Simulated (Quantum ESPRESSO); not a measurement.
**MnSb under changes of volume**

One of the cells (21.552 Å³/atom); the others are scaled copies at fixed shape and fractional positions:

```
CELL_PARAMETERS angstrom
4.15000 0.00000 0.00000
-2.07500 3.59401 0.00000
0.00000 0.00000 5.78000
ATOMIC_POSITIONS crystal
Sb 0.66667 0.33333 0.75000
Sb 0.33333 0.66667 0.25000
Mn 0.00000 0.00000 0.50000
Mn 0.00000 0.00000 0.00000
```

```yaml
Program: Quantum ESPRESSO 7.5
Functional: LDA
Potentials_or_basis: GBRV 1.5 LDA
Cutoff: 612 eV
Density_cutoff: 4898 eV
k_mesh: 7 × 7 × 5
Occupations: fermi-dirac, width 0.05 eV
Spin: collinear spin, ferromagnetic start
Starting_moments: "[0.0, 0.0, 4.0, 4.0] μB"
```

| volume (Å³/atom) | energy over the lowest point (meV/atom) | pressure (GPa) | moment (μB per cell) |
| --- | --- | --- | --- |
| 20.259 | 0.00 | -8.4 | 6.13 |
| 20.690 | 22.77 | -9.2 | 6.28 |
| 21.121 | 47.71 | -10.0 | 6.41 |
| 21.552 | 74.85 | -10.8 | 6.53 |
| 21.983 | 103.95 | -11.4 | 6.64 |
| 22.414 | ? | ? | ? |
| 22.845 | 166.00 | -12.2 | 6.89 |

Task: What does the run at 22.414 Å³/atom give?

Result: Energy over the lowest point 134.45 meV/atom; pressure -11.8 GPa; moment 6.77 μB per cell.

Worked out: A Birch-Murnaghan fit of order 3 (a polynomial in V^(-2/3)) to the other rows has no minimum within the range. It gives 134.31 meV/atom at 22.414 Å³/atom, against the run's 134.45, and -dE/dV = -11.6 GPa, against -11.8. A parabola through the other rows of the moment, of slope 0.271 μB per Å³/atom there, gives 6.77 μB, against the run's 6.77.

Energies are extrapolated to zero smearing.

Caveats: only a ferromagnetic start was run, and an antiferromagnetic order may lie lower in energy.
